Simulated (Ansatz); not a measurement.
GaN (wurtzite): an Ansatz output whose functional has been blanked. The cell was relaxed beforehand with r2SCAN.

```
CELL_PARAMETERS angstrom
3.18315 0.00000 0.00000
-1.59157 2.75669 0.00000
0.00000 0.00000 5.18363
ATOMIC_POSITIONS crystal
Ga 0.33333 0.66667 0.99911
Ga 0.66667 0.33333 0.49911
N 0.33333 0.66667 0.37589
N 0.66667 0.33333 0.87589
```

```
scf.n_extra_bands = 10 over 36 filled bands (N_el = 36.0): the run solves 46 bands
Crystal: 4 atoms, lattice volume = 45.486 Å³
Basis set: ecut = 420 eV, 893 PW (Γ)
Symmetry: 12 space group operations + 12 with time reversal
Magnetic group: BNS 186.204 (UNI 1434)
k-points: 76 of 864 (time reversal used)
preconditioner: auto → Resta (q_TF=auto, 2.624 Å⁻¹)  ε∞=4.5  [insulator: Δε(μ)=2.742 eV  ℏωp=33.0 eV]
SCF converged after 8 iterations
Free energy (F): -8335.969634 eV
Fermi energy:    9.765370 eV
--- Per-component energies (eV) ---
  E_band       = -7.958396
  E_kinetic    = 494.975991
  E_local      = -3897.266954
  E_nonlocal   = 949.109382
  E_hartree    = 1794.464218
  E_xc         = -257.827320
  E_vxc        = -268.582307
  E_paw        = -4241.292769
  E_vpaw       = -875.123366
  E_ewald      = -3178.132305
--- Forces (eV/Å), atoms counted from 1 ---
  atom   1  Ga      0.00000      0.00000      0.00476
  atom   2  Ga      0.00000      0.00000      0.00476
  atom   3  N       0.00000      0.00000    -0.00477
  atom   4  N       0.00000      0.00000    -0.00477
--- Stress (GPa, compression-positive) ---
        6.157356       0.000000       0.000000
        0.000000       6.157356       0.000000
        0.000000       0.000000       6.241545
  P = ⅓ Tr σ = 6.1854 GPa (61.854 kbar)
--- Band table (eV; the first three rows and the last of 76) ---
  k-point 0: bands = […, 8.7377, 8.7377, 9.7224, 9.7224, 9.7601, 9.7601, 9.7654, 9.7654, 11.6963, 11.6963, 14.0430, 14.0430, 18.9779, 18.9779, …]
  k-point 1: bands = […, 8.8031, 8.8031, 8.9145, 8.9145, 9.6855, 9.6855, 9.6938, 9.6938, 12.3782, 12.3782, 14.0973, 14.0973, 18.7846, 18.7846, …]
  k-point 2: bands = […, 8.9629, 8.9629, 8.9854, 8.9854, 9.4864, 9.4864, 9.4994, 9.4994, 13.3755, 13.3755, 14.1846, 14.1846, 18.3837, 18.3837, …]
  k-point 75: bands = […, 5.5290, 5.5290, 5.5780, 5.5780, 8.2785, 8.2785, 8.2853, 8.2853, 16.1887, 16.1887, 16.2134, 16.2134, 17.0846, 17.0846, …]
```

The file bands.tsv (bands near the Fermi energy, numbered from 0, rounded):
```tsv
# k_distance	band_26	band_27	band_28	band_29	band_30	band_31	band_32	band_33	band_34	band_35	band_36	band_37	band_38	band_39	band_40	band_41	band_42	band_43
# fermi_ev = 9.765370
# [0, 0, 0] at k_distance = 0.000000
# [0.5, 0, 0] at k_distance = 1.139626
# [0.3333333333, 0.3333333333, 0] at k_distance = 1.797589
# [0, 0, 0.5] at k_distance = 3.246372
# [0.5, 0, 0.5] at k_distance = 4.385997
# [0.3333333333, 0.3333333333, 0.5] at k_distance = 5.043961
# levels_relative_to = fermi_ev
0.000	-1.053	-1.053	-1.028	-1.028	-0.043	-0.043	-0.005	-0.005	0.000	0.000	1.931	1.931	4.278	4.278	9.213	9.213	9.799	9.799
1.140	-5.305	-5.305	-4.218	-4.218	-2.758	-2.758	-2.212	-2.212	-1.006	-1.006	5.077	5.077	5.582	5.582	6.060	6.060	8.622	8.622
1.798	-5.356	-5.356	-5.303	-5.303	-3.031	-2.984	-2.984	-2.962	-2.734	-2.734	5.171	5.171	7.822	7.826	7.834	7.834	8.431	8.431
3.246	-3.852	-3.852	-0.544	-0.544	-0.544	-0.544	-0.526	-0.526	-0.526	-0.526	4.268	4.268	4.268	4.268	8.488	8.488	8.488	8.488
4.386	-6.619	-6.619	-1.960	-1.960	-1.960	-1.960	-1.895	-1.895	-1.895	-1.895	4.418	4.418	4.418	4.418	7.789	7.789	7.789	7.789
5.044	-6.173	-6.173	-4.236	-4.236	-4.187	-4.187	-1.487	-1.487	-1.480	-1.480	6.423	6.423	6.448	6.448	7.319	7.319	7.349	7.349
```
In order the rows are Γ, M, K, A, L, H.

Q: Which level of theory was used?
A. PBE
B. HSE06+SOC
C. r2SCAN+SOC
D. PBE+SOC

A: D. PBE+SOC. There is no exchange loop, so no exact exchange. The compression on the r2SCAN cell fits PBE, which tends to larger cells. Each band holds one electron and the count is doubled, so the run is non-collinear with spin-orbit coupling. PBE+SOC gives a direct gap of 1.93 eV at Γ. The log narrows the family; the member has to be judged from the numbers.

Command: `ansatz run input.yaml --threads 4 --pin off --max-ram 7372MiB --backend cpu --events-out ev --progress --plain --runs-dir out`. It took 13 s on 4 threads of Arm Neoverse V1, on a shared host; peak host memory 0.68 GiB.

The values are computed, non-magnetic, and not measurements.
